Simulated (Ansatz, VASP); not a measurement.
**Si in VASP and in Ansatz**

```
Si
1.0
     0.00000    2.69678    2.69678
     2.69678    0.00000    2.69678
     2.69678    2.69678    0.00000
Si
2
Direct
  0.00000 0.00000 0.00000
  0.25000 0.25000 0.25000
```

Alike in both runs: task single point; functional PBEsol; k mesh 8 × 8 × 8; no spin polarisation.

|  | VASP | Ansatz |
| --- | --- | --- |
| version | VASP 6.6.1 | Ansatz 0.2 development build |
| potentials or method | VASP PAW PBE potentials, release 64 (Si), cutoff 520 eV | all-electron full-potential LAPW, scalar-relativistic |
| occupations | gaussian, width 0.01 eV | fixed |

Ansatz gave:

```
gap on the k mesh at the Fermi level (eV) : 0.48
pressure (GPa)                            : 2.1
```

Problem. Estimate VASP's values.

Solution. gap on the k mesh at the Fermi level (eV): 0.47; pressure (GPa): 2.3.

Ansatz ran all-electron here, so the differences hold the error of VASP's frozen core and of both bases.

Caveats: the PAW data sets were made with another functional, which shifts forces and pressure a little (VASP).
